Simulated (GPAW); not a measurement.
The system is InP.

```
In P
1.0
     0.00000    2.93050    2.93050
     2.93050    0.00000    2.93050
     2.93050    2.93050    0.00000
In P
1 1
Direct
  0.00000 0.00000 0.00000
  0.75000 0.75000 0.75000
```

| Quantity | Value |
| --- | --- |
| Program | GPAW 26.7.0 |
| Task | single point |
| Functional | PBEsol |
| Potentials or basis | PAW data sets generated in the run's folder for this functional |
| Cutoff | 600 eV |
| Basis | pw |
| k mesh | 8 × 8 × 8 |
| Occupations | fermi-dirac, width 0.05 eV |
| Spin | no spin polarisation |

On this cell: pressure 0.4 GPa; largest force zero by symmetry; band gap on the k mesh 0.61 eV, direct.

The same run follows on a disturbed copy (atoms moved at random, drawn with an rms of 0.05 Å):

```
In P
1.0
     0.00000    2.93050    2.93050
     2.93050    0.00000    2.93050
     2.93050    2.93050    0.00000
In P
1 1
Cartesian
  -0.0592 -0.0125 -0.0019
  4.4281 4.4563 4.3997
```

Q: What does the disturbed cell give?

A: The energy moves by +28.4 meV/atom; pressure 0.7 GPa; largest force 0.996 eV/Å; band gap on the k mesh 0.43 eV, direct.

Forces in eV/Å, atoms in the order of the input:
```
In   0.755  0.612  0.218
P   -0.755 -0.612 -0.218
```

Stress tensor (GPa, compression positive):
```
0.58 0.62 1.98
0.62 0.69 2.46
1.98 2.46 0.89
```

Caveats: spin-orbit coupling is left out, which moves the levels of the heavy elements.

